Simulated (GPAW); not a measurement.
**BAs (honeycomb bilayer): G0W0 with GPAW, start to end**

Wanted: ground state, empty states, screening and self-energy for BAs (honeycomb bilayer).

Method: LDA and many-body steps on it, plane waves, in GPAW 26.7.0.

## 1. Starting point

The cell holds 4 atoms: 2 B and 2 As. Its edges and angles: a = 3.390 Å, b = 3.390 Å, c = 14.600 Å, α = 90.0°, β = 90.0°, γ = 120.0°. It derives from BAs. Vacuum lies along c.

The start is a generated structure, not a measured one.

## 2. Relaxation

This step: GPAW 26.7.0; DFT, LDA, plane waves, PAW.

Gaps follow bond lengths, so the structure is brought to rest first.

Contents of run.py:

```python
import json
import numpy as np
from gpaw.mpi import world
from ase import Atoms
from ase.constraints import FixSymmetry
from ase.filters import FrechetCellFilter
from ase.optimize import BFGS
from gpaw import GPAW, PW, FermiDirac

atoms = Atoms(['B', 'As', 'B', 'As'],
    cell=[[3.3900000000, 0.0000000000, 0.0000000000],
      [-1.6950000000, 2.9358261188, 0.0000000000],
      [0.0000000000, 0.0000000000, 14.6000000000]],
    scaled_positions=[[0.3333333333, 0.6666666667, 0.3784246575],
      [0.6666666667, 0.3333333333, 0.3784246575],
      [0.3333333333, 0.6666666667, 0.6215753425],
      [0.6666666667, 0.3333333333, 0.6215753425]],
    pbc=(True, True, False))
atoms.set_constraint(FixSymmetry(atoms))
atoms.calc = GPAW(mode=PW(700),
    xc='LDA',
    kpts={'size': (9, 9, 1), 'gamma': True},
    occupations=FermiDirac(0.02),
    convergence={'density': 1e-5},
    txt='relax.txt')
steps = []
opt = BFGS(FrechetCellFilter(atoms, mask=[1, 1, 0, 0, 0, 1]), logfile='bfgs.log')
opt.attach(lambda: steps.append([atoms.get_potential_energy(), atoms.cell[:], atoms.positions.copy(), atoms.get_forces()]))
converged = opt.run(fmax=0.03, steps=50)
res = {'converged': bool(converged), 'steps': steps, 'cell': atoms.cell[:], 'frac': atoms.get_scaled_positions()}

if world.rank == 0:
    with open('result.json', 'w') as f:
        json.dump(res, f, default=lambda x: x.tolist())
```

The run is started by

```sh
$ mpirun -n 8 gpaw python run.py
```

Numbers of over 12 decimals in the logs are rounded to 6 here.

The log of the run:

```text
Step     Time          Energy          fmax
BFGS:    0       -23.695090        0.754093
BFGS:    1       -23.712167        0.621770
BFGS:    2       -23.754057        0.178302
[...]
BFGS:   12       -23.823185        0.059391
BFGS:   13       -23.823426        0.028530
```

Run time: 60 s. Hardware: 8 MPI ranks of Arm Neoverse V1, shared host; peak memory 1.9 GiB; 7.3 min of CPU time.

Relaxation path:

| step | energy less that of the first step (eV) | largest force (eV/Å) |
| --- | --- | --- |
| 1 | 0.0000 | 0.2334 |
| 2 | -0.0171 | 0.2251 |
| 3 | -0.0590 | 0.1783 |
| 4 | -0.0610 | 0.1745 |
| 5 | -0.0953 | 0.1099 |
| 6 | -0.1105 | 0.0867 |
| 7 | -0.1191 | 0.0739 |
| 8 | -0.1221 | 0.0706 |
| 9 | -0.1254 | 0.0623 |
| 10 | -0.1258 | 0.0598 |
| 11 | -0.1266 | 0.0485 |
| 12 | -0.1271 | 0.0389 |
| 13 | -0.1280 | 0.0121 |
| 14 | -0.1283 | 0.0004 |

The atoms that moved most (Å):

| atom | dx | dy | dz | length |
| --- | --- | --- | --- | --- |
| B1 | 0.000 | 0.000 | -0.361 | 0.361 |
| B3 | 0.000 | 0.000 | 0.361 | 0.361 |
| As4 | 0.000 | 0.000 | 0.353 | 0.353 |
| As2 | 0.000 | 0.000 | -0.353 | 0.353 |

The relaxed structure:

```xyz
4
Lattice="3.3453 0.0000 0.0000 -1.6727 2.8972 0.0000 0.0000 0.0000 14.6000" Properties=species:S:1:pos:R:3
B     0.0000    1.9314    5.1639
As    1.6727    0.9657    5.1716
B     0.0000    1.9314    9.4361
As    1.6727    0.9657    9.4284
```

## 3. Ground state

The ground-state density comes first.

Contents of run.py:

```python
import json
import numpy as np
from gpaw.mpi import world
from ase import Atoms
from gpaw import GPAW, PW, FermiDirac

atoms = Atoms(['B', 'As', 'B', 'As'],
    cell=[[3.3453436593, 0.0000000000, 0.0000000000],
      [-1.6726718296, 2.8971525933, 0.0000000000],
      [0.0000000000, 0.0000000000, 14.6000000000]],
    scaled_positions=[[0.3333333333, 0.6666666667, 0.3536925651],
      [0.6666666667, 0.3333333333, 0.3542175231],
      [0.3333333333, 0.6666666667, 0.6463074349],
      [0.6666666667, 0.3333333333, 0.6457824769]],
    pbc=(True, True, False))
calc = GPAW(mode=PW(600),
    xc='LDA',
    kpts={'size': (12, 12, 1), 'gamma': True},
    occupations=FermiDirac(0.001),
    nbands=-8,
    convergence={'density': 1e-6, 'bands': -3},
    maxiter=100,
    txt='gs.txt')
atoms.calc = calc
res = {'energy': atoms.get_potential_energy(), 'forces': atoms.get_forces(), 'stress': atoms.get_stress()}
kpts = calc.get_ibz_k_points()
res['kpts'] = kpts
res['eigenvalues'] = [calc.get_eigenvalues(kpt=k) for k in range(len(kpts))]
res['n_electrons'] = calc.get_number_of_electrons()
calc.write('gs.gpw')

if world.rank == 0:
    with open('result.json', 'w') as f:
        json.dump(res, f, default=lambda x: x.tolist())
```

The run is started by

```sh
$ mpirun -n 8 gpaw python run.py
```

The log of the run:

```text
__  _  _
 | _ |_)|_||  |
 |__||  | ||/\| - 26.7.0

Input parameters:
  mode=PW(ecut=600.0),
  convergence={'density': 1e-06, 'bands': -3},
  kpts=MonkhorstPack(size=(12, 12, 1), gamma=True),
  maxiter=100,
  nbands=-8,
  occupations=Occupations(name='fermi-dirac', width=0.001, fixmagmom=False),
  xc=XC(name='LDA')
  [... matrices ...]
Diagonalizing LCAO Hamiltonian
Converting LCAO to pw mode

        B  As

        B  As

Atoms  # Å, Bohr magnetons
|   | symbol |         x |        y |        z |    initial magnetic moments |
| 0 |      B | -0.000000 | 1.931435 | 5.163911 | ( 0.0000,  0.0000,  0.0000) |
| 1 |     As |  1.672672 | 0.965718 | 5.171576 | ( 0.0000,  0.0000,  0.0000) |
| 2 |      B | -0.000000 | 1.931435 | 9.436089 | ( 0.0000,  0.0000,  0.0000) |
| 3 |     As |  1.672672 | 0.965718 | 9.428424 | ( 0.0000,  0.0000,  0.0000) |

Unit cell  # Å
| periodic |         x |        y |         z |   lengths |     angles |
|      yes |  3.345344 | 0.000000 |  0.000000 |  3.345344 |  90.000000 |
|      yes | -1.672672 | 2.897153 |  0.000000 |  3.345344 |  90.000000 |
|       no |  0.000000 | 0.000000 | 14.600000 | 14.600000 | 120.000000 |

Number of symmetries: 12
Symmetry operations  # r_c * U_cc + t_c -> r_c
|    | kind |            matrix            |
|  0 |  σ   |  1, 1, 0,  0,-1, 0,  0, 0, 1 |
|  1 |  C2  |  1, 1, 0,  0,-1, 0,  0, 0,-1 |
|  2 |  E   |  1, 0, 0,  0, 1, 0,  0, 0, 1 |
|  3 |  σ   |  1, 0, 0,  0, 1, 0,  0, 0,-1 |
|  4 |  C3  |  0, 1, 0, -1,-1, 0,  0, 0, 1 |
|  5 |  S3  |  0, 1, 0, -1,-1, 0,  0, 0,-1 |
|  6 |  σ   |  0,-1, 0, -1, 0, 0,  0, 0, 1 |
|  7 |  C2  |  0,-1, 0, -1, 0, 0,  0, 0,-1 |
|  8 |  σ   | -1, 0, 0,  1, 1, 0,  0, 0, 1 |
|  9 |  C2  | -1, 0, 0,  1, 1, 0,  0, 0,-1 |
| 10 |  C3  | -1,-1, 0,  1, 0, 0,  0, 0, 1 |
| 11 |  S3  | -1,-1, 0,  1, 0, 0,  0, 0,-1 |

BZ-sampling:
  Number of BZ points: 144
  Number of IBZ points: 19

  Monkhorst-Pack size: [12, 12, 1]
  Monkhorst-Pack shift: [0.041667, 0.041667, 0.0]

K-points  # in reciprocal-cell coordinates
|     |                                coordinates |     weight |
|   0 | ( -0.00000000,  -0.00000000,   0.00000000) | 0.00694444 |
|   1 | (  0.08333333,  -0.00000000,   0.00000000) | 0.04166667 |
|   2 | (  0.16666667,  -0.08333333,   0.00000000) | 0.04166667 |
|   3 | (  0.16666667,  -0.00000000,   0.00000000) | 0.04166667 |
|   4 | (  0.25000000,  -0.08333333,   0.00000000) | 0.08333333 |
|   5 | (  0.25000000,  -0.00000000,   0.00000000) | 0.04166667 |
|   6 | (  0.33333333,  -0.16666667,   0.00000000) | 0.04166667 |
|   7 | (  0.33333333,  -0.08333333,   0.00000000) | 0.08333333 |
|   8 | (  0.33333333,  -0.00000000,   0.00000000) | 0.04166667 |
|   9 | (  0.33333333,   0.33333333,   0.00000000) | 0.01388889 |
| ... |                                            |            |
|  18 | (  0.50000000,   0.50000000,   0.00000000) | 0.02083333 |

Plane wave coefficients: 4751
Cutoff: 600.0 eV

Spin-components: 1 (collinear spins)
Bands:           16
Projectors:      20
Spin-degeneracy: 2
Datatype:        complex128

  Storage: CPU
  Wave functions: 22_933_760 bytes (2_866_720 per core)
  Projectors: 32_967_280 bytes (4_120_910 per core)
  [... matrices ...]
Parallelization:
  kpt:    4
  domain: 2
  band:   1

Density:
  Valence electrons: 16.0
  Components: 1
  Grid points: [20 20 84]
  Charge: 0.0  # |e|

Potential:
  Grid points: [20 20 84]

species:
  B:
    name:    Boron
    Z:       5.0
    valence: 3
    core:    2
    charge:  0.0  # [|e|]
    compensation charges:
      type: gauss
      rc: 0.20  # [Å]
      lmax: 2
    cutoffs:
      filter: 1.14  # [Å]
      core: 1.42  # [Å]
    projectors
    | kind |    occ | energy [eV] | rcut [Å] |
    |   2s |  2.000 |      -9.383 |    0.635 |
    |   2p |  1.000 |      -3.714 |    0.635 |
    |    s |        |      17.828 |    0.635 |
    |    p |        |      23.498 |    0.635 |
    |    d |        |       0.000 |    0.635 |

    Using partial waves for B as LCAO basis

  As:
    name:    Arsenic
    Z:       33.0
    valence: 5
    core:    28
    charge:  0.0  # [|e|]
    compensation charges:
      type: gauss
      rc: 0.33  # [Å]
      lmax: 2
    cutoffs:
      filter: 1.87  # [Å]
      core: 2.96  # [Å]
    projectors
    | kind |    occ | energy [eV] | rcut [Å] |
    |   4s |  2.000 |     -14.691 |    1.058 |
    |   4p |  3.000 |      -5.342 |    1.058 |
    |    s |        |      12.520 |    1.058 |
    |    p |        |      21.869 |    1.058 |
    |    d |        |       0.000 |    1.058 |

    Using partial waves for As as LCAO basis

Reference energy: -124165.044216  # eV

eigensolver:
  PPCG
  Converge bands: -3
  niter=2

density mixing:
  MSR1-Mixer
  Pratt-step length: 0.05
  Maximum mixing coefficient: 0.75
  Old densities: 10
  SVD Regularization: 0.005
  Good broyden scale: 1.0
  Trust region scale: 1.0
  Backstep threshold: 4.0
  History deletion threshold: 6.0
  Fourier metric: weight=20.0, sigma=0.015

occupation numbers:
  Fermi-Dirac:
    width: 0.0010  # eV

poisson solver:
  ecut: 4800.0  # eV

xc functional:
  name: None

Initialization done in: 1.961 s

convergence criteria:
- Maximum integral of absolute [dens]ity change: 1e-06 electrons / valence electron
- Maximum [total energy] change in last 3 cyles: 0.0005 eV / valence electron
- Maximum integral of absolute [eigenst]ate change: 4e-08 eV^2 / valence electron
maximum number of iterations: 100

SCF iterations
|iter     |     time |      energy | eigst |  dens |
|iter:   1|  |  -25.184489 | +0.76 |       |
|iter:   2|  |  -24.930780 | -0.53 | -0.71 |
|iter:   3|  |  -23.824486 | -0.50 | -0.76 |
|iter:   4|  |  -23.818679 | -1.48 | -1.45 |
|iter:   5|  |  -23.820261c| -1.79 | -1.84 |
|iter:   6|  |  -23.817509c| -2.08 | -2.19 |
|iter:   7|  |  -23.817517c| -2.97 | -3.04 |
|iter:   8|  |  -23.817518c| -3.41 | -3.51 |
|iter:   9|  |  -23.817518c| -3.74 | -4.51 |
|iter:  10|  |  -23.817518c| -4.00 | -5.05 |
|iter:  11|  |  -23.817518c| -4.23 | -5.62 |
|iter:  12|  |  -23.817518c| -4.43 | -6.17c|
|iter:  13|  |  -23.817518c| -4.74 | -6.61c|
|iter:  14|  |  -23.817518c| -4.88 | -7.23c|
|iter:  15|  |  -23.817518c| -5.15 | -7.71c|
|iter:  16|  |  -23.817518c| -5.21 | -7.89c|
|iter:  17|  |  -23.817518c| -5.63 | -7.78c|
|iter:  18|  |  -23.817518c| -5.66 | -8.14c|
|iter:  19|  |  -23.817518c| -6.14 | -8.29c|
|iter:  20|  |  -23.817518c| -6.19 | -8.20c|
|iter:  21|  |  -23.817518c| -6.44 | -8.51c|
|iter:  22|  |  -23.817518c| -6.66 | -8.49c|
|iter:  23|  |  -23.817518c| -7.28 | -8.77c|
|iter:  24|  |  -23.817518c| -7.54c| -8.75c|

Converged in 24 steps
SCF loop duration: 18.105 s (0.754 s/step)
Energy contributions relative to reference atoms: (reference = -124165.044216)
  [... matrices ...]
Energy contributions:
  Kinetic:          46.146963
  Coulomb:         -42.167669
  Zero:              0.007253
  External:          0.000000
  Xc:              -27.804065
  Entropy:          -0.000000
  Spinorbit:         0.000000
  ----------------------------
  Free energy:     -23.817518
  Extrapolated:    -23.817518

dipole moment: (2.866899, -1.655211, -0.000023)  # |e|*Ang

Fermi level: 0.141
Eigenvalues  # (at kpt = [-0.000, -0.000, 0.000])
| band index |      eig [eV] | occ [0-2] |
|          0 |       -14.344 |     2.000 |
|          1 |       -14.276 |     2.000 |
|          2 |        -4.746 |     2.000 |
|          3 |        -4.056 |     2.000 |
|          4 |        -1.855 |     2.000 |
|          5 |        -1.855 |     2.000 |
|          6 |        -1.834 |     2.000 |
|          7 |        -1.834 |     2.000 |
|          8 |         3.079 |     0.000 |
|          9 |         3.861 |     0.000 |
[...]
|         14 |         4.623 |     0.000 |
|         15 |         4.623 |     0.000 |

Gap: 0.172 eV
Transition (v -> c):
  (s=0, k=9, n=7, [0.33, 0.33, 0.00]) -> (s=0, k=9, n=8, [0.33, 0.33, 0.00])
No difference between direct/indirect transitions
vacuum-level: 4.804  # V

Forces  # eV/Ang
|        x |        y |        z |
|  0.00000 | -0.00000 | -0.00084 |  # B    0
| -0.00000 |  0.00000 |  0.00033 |  # As   1
| -0.00000 | -0.00000 |  0.00084 |  # B    2
| -0.00000 |  0.00000 | -0.00033 |  # As   3

Force computation time: 0.132  # s

Stress tensor  # eV/Ang^3
|         x |         y |        z |
|  0.000772 | -0.000000 | 0.000000 |
| -0.000000 |  0.000772 | 0.000000 |
|  0.000000 |  0.000000 | 0.000186 |

Stress computation time: 0.816  # s

# Writing to gs.gpw (mode='')
  [... matrices ...]
```

Elapsed: 24 s, on 8 MPI ranks; peak memory 1.3 GiB; 2.1 min of CPU time.

Numbers from this step:

* total energy: -23.82 eV
* gap: 0.1721 eV
* k of the valence top: 0.3333, 0.3333, 0
* k of the conduction bottom: 0.3333, 0.3333, 0
* least direct gap: 0.1721 eV

The gap is direct, at (0.333, 0.333, 0.000).

## 4. Bands along the symmetry lines

Levels along a band path, at the cheap level, show where the edges lie and whether the meshes to come will hold them.

Contents of run.py:

```python
import json
import numpy as np
from gpaw.mpi import world
from gpaw import GPAW

path = [[0.000000, 0.000000, 0.000000],
    [0.062500, 0.000000, 0.000000],
    [0.125000, 0.000000, 0.000000],
    [0.187500, 0.000000, 0.000000],
    [0.250000, 0.000000, 0.000000],
    [0.312500, 0.000000, 0.000000],
    [0.375000, 0.000000, 0.000000],
    [0.437500, 0.000000, 0.000000],
    [0.500000, 0.000000, 0.000000],
    [0.479167, 0.041667, 0.000000],
    [0.458333, 0.083333, 0.000000],
    [0.437500, 0.125000, 0.000000],
    [0.416667, 0.166667, 0.000000],
    [0.395833, 0.208333, 0.000000],
    [0.375000, 0.250000, 0.000000],
    [0.354167, 0.291667, 0.000000],
    [0.333333, 0.333333, 0.000000],
    [0.291667, 0.291667, 0.000000],
    [0.250000, 0.250000, 0.000000],
    [0.208333, 0.208333, 0.000000],
    [0.166667, 0.166667, 0.000000],
    [0.125000, 0.125000, 0.000000],
    [0.083333, 0.083333, 0.000000],
    [0.041667, 0.041667, 0.000000],
    [0.000000, 0.000000, 0.000000]]
calc = GPAW('gs.gpw').fixed_density(kpts=path,
    symmetry='off',
    nbands=18,
    convergence={'bands': 14},
    txt='bands.txt')
res = {}
kpts = calc.get_ibz_k_points()
res['kpts'] = kpts
res['eigenvalues'] = [calc.get_eigenvalues(kpt=k) for k in range(len(kpts))]
res['n_electrons'] = calc.get_number_of_electrons()

if world.rank == 0:
    with open('result.json', 'w') as f:
        json.dump(res, f, default=lambda x: x.tolist())
```

The run is started by

```sh
$ mpirun -n 8 gpaw python run.py
```

The log of the run:

```text
Diagonalizing LCAO Hamiltonian
Converting LCAO to pw mode
convergence criteria:
- Maximum integral of absolute [eigenst]ate change: 4e-08 eV^2 / valence electron
maximum number of iterations: 100

SCF iterations
|iter     |     time |      energy | eigst |  dens |
|iter:   1|  |             | +1.06 |       |
|iter:   2|  |             | +0.01 |       |
|iter:   3|  |             | -0.48 |       |
[...]
|iter:  11|  |             | -6.20 |       |
|iter:  12|  |             | -6.93 |       |
|iter:  13|  |             | -7.45c|       |
SCF steps: 13
  __  _  _
 | _ |_)|_||  |
 |__||  | ||/\| - 26.7.0

Input parameters:
  mode=PW(ecut=600.0),
  convergence={'bands': 14},
  gpts=array([20, 20, 84]),
  kpts=KPoints(kpts=array([[0.      , 0.      , 0.      ],
         [0.0625  , 0.      , 0.      ],
         [0.125   , 0.      , 0.      ],
         [0.1875  , 0.      , 0.      ],
[...]
[0.479167, 0.041667, 0.      ],
         [0.458333, 0.083333, 0.      ],
[...]
[0.416667, 0.166667, 0.      ],
[...]
[0.25    , 0.25    , 0.      ],
[...]
[0.125   , 0.125   , 0.      ],
         [0.083333, 0.083333, 0.      ],
         [0.041667, 0.041667, 0.      ],
         [0.      , 0.      , 0.      ]])),
  maxiter=100,
  nbands=18,
  occupations=Occupations(name='fermi-dirac', width=0.001, fixmagmom=False),
  parallel={},
  symmetry=Symmetry(point_group=False, time_reversal=False),
  xc=XC(name='LDA')
  [... matrices ...]
timing:  # [seconds]
  Total: 0.037  # ━━━━━━━━━━━━━━━━━━━━━━━━━━━━━━━━━━━━━━━━━━━━━━━━━━━━━━━━━━━
```

Wall time 10 s (8 MPI ranks); peak memory 1.4 GiB; 66 s of CPU time.

This step gave:

| Item | Value |
| --- | --- |
| gap | 0.1721 eV |
| k of the valence top | 0.3333, 0.3333, 0 |
| k of the conduction bottom | 0.3333, 0.3333, 0 |
| least direct gap | 0.1721 eV |

The gap is 0.172 eV, as in the run before at this level.

Electronic bands along the path, in eV, zero at the top of the highest filled band; v1 is the highest filled band, c1 the lowest empty one:

| point | v4 | v3 | v2 | v1 | c1 | c2 | c3 | c4 |
| --- | --- | --- | --- | --- | --- | --- | --- | --- |
| Γ | -1.85 | -1.85 | -1.83 | -1.83 | 3.09 | 3.87 | 3.96 | 4.37 |
| halfway | -3.74 | -3.12 | -3.09 | -3.07 | 2.97 | 3.07 | 4.10 | 4.28 |
| M | -3.97 | -3.94 | -1.69 | -1.11 | 0.75 | 1.42 | 2.23 | 2.34 |
| halfway | -5.31 | -5.27 | -1.36 | -0.77 | 0.67 | 1.27 | 4.20 | 4.33 |
| K | -6.51 | -6.46 | -0.63 | 0.00 | 0.17 | 0.65 | 5.29 | 6.28 |
| halfway | -4.06 | -4.02 | -3.42 | -2.75 | 3.70 | 4.17 | 4.36 | 4.50 |
| Γ | -1.85 | -1.85 | -1.83 | -1.83 | 3.09 | 3.87 | 3.96 | 4.37 |

## 5. Empty states on the mesh, 12×12×1 mesh, 239 bands

The sums over transitions need many empty states on a uniform mesh; this step solves for them.

Contents of run.py:

```python
import json
import numpy as np
from gpaw.mpi import world
from gpaw import GPAW

calc = GPAW('gs.gpw').fixed_density(kpts={'size': (12, 12, 1), 'gamma': True},
    nbands=278,
    convergence={'bands': 239},
    update_fermi_level=True,
    txt='nscf.txt')
calc.write('full.gpw', mode='all')
res = {}
kpts = calc.get_ibz_k_points()
res['kpts'] = kpts
res['eigenvalues'] = [calc.get_eigenvalues(kpt=k) for k in range(len(kpts))]
res['n_electrons'] = calc.get_number_of_electrons()

if world.rank == 0:
    with open('result.json', 'w') as f:
        json.dump(res, f, default=lambda x: x.tolist())
```

The run is started by

```sh
$ mpirun -n 8 gpaw python run.py
```

The log of the run:

```text
Diagonalizing LCAO Hamiltonian
Converting LCAO to pw mode
convergence criteria:
- Maximum integral of absolute [eigenst]ate change: 4e-08 eV^2 / valence electron
maximum number of iterations: 100

SCF iterations
|iter     |     time |      energy | eigst |  dens |
|iter:   1|  |             | +4.81 |       |
|iter:   2|  |             | +3.63 |       |
|iter:   3|  |             | +2.54 |       |
[...]
|iter:  15|  |             | -6.85 |       |
|iter:  16|  |             | -7.12 |       |
|iter:  17|  |             | -7.45c|       |
SCF steps: 17
  __  _  _
 | _ |_)|_||  |
 |__||  | ||/\| - 26.7.0

Input parameters:
  mode=PW(ecut=600.0),
  convergence={'bands': 239},
  gpts=array([20, 20, 84]),
  kpts=MonkhorstPack(size=(12, 12, 1), gamma=True),
  maxiter=100,
  nbands=278,
  occupations=Occupations(name='fermi-dirac', width=0.001, fixmagmom=False),
  parallel={},
  xc=XC(name='LDA')
# Writing to full.gpw (mode='all')
  [... matrices ...]

timing:  # [seconds]
  Total: 0.536  # ━━━━━━━━━━━━━━━━━━━━━━━━━━━━━━━━━━━━━━━━━━━━━━━━━━━━━━━━━━━
```

Wall time 3.4 min (8 MPI ranks); peak memory 2 GiB.

This step gave:

```
gap                                                           : 0.1721 eV
k of the valence top                                          : 0.3333, 0.3333, 0
k of the conduction bottom                                    : 0.3333, 0.3333, 0
least direct gap                                              : 0.1721 eV
k points computed                                             : 19
lowest point of the top converged band, above the valence top : 75.6663 eV
```

On this mesh the gap is 0.172 eV.

(Part 1 of 2 ends here.)

[Paths, hosts, dates, memory and timing lines, banners, echoed tables and standing remarks are left out of the program output.]

[Logs are printed without paths, hosts, clocks, repeated set-up lines and the standing remarks that a program may print on its own settings, such as how far it seeks lower states.]

[Runs of the session that timed out or met a known fault of the program may be left out.]

[Hosts, paths, dates, database ids (printed as entryN), source tags and the programs' standing remarks are cut or masked in the printed files.]
